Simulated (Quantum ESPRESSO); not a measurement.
The system is Ti2O.

```
Ti O
1.0
     2.91940    0.00000    0.00000
    -1.45970    2.52827    0.00000
     0.00000    0.00000    4.71300
Ti O
2 1
Cartesian
  0.0000 1.6855 3.3993
  1.4597 0.8428 1.3137
  0.0000 0.0000 0.0000
```

Program: Quantum ESPRESSO 7.5. Alike in all runs: task single point; potentials or basis GBRV 1.5 PBEsol; no spin polarisation; cell as given; k mesh 10 × 10 × 6; cutoff (eV) 612; smearing fermi-dirac 0.05 eV.

**Question.** Order these runs on this cell by their pressure, lowest first.
A. level PBEsol+U; U Ti d U = 5 eV; mixing beta 0.3
B. level PBEsol; mixing beta 0.5
C. level PBEsol+U; U Ti d U = 3 eV; mixing beta 0.3
D. level PBEsol+U; U Ti d U = 2 eV; mixing beta 0.3
E. level PBEsol+U; U Ti d U = 6 eV; mixing beta 0.3

**Answer.** B (4.6 GPa), D (7.8 GPa), C (9.4 GPa), A (13.1 GPa), E (15.2 GPa).

Caveats: U without spin polarisation on a metal has little footing (some runs).

Not every run made on this cell is shown here.
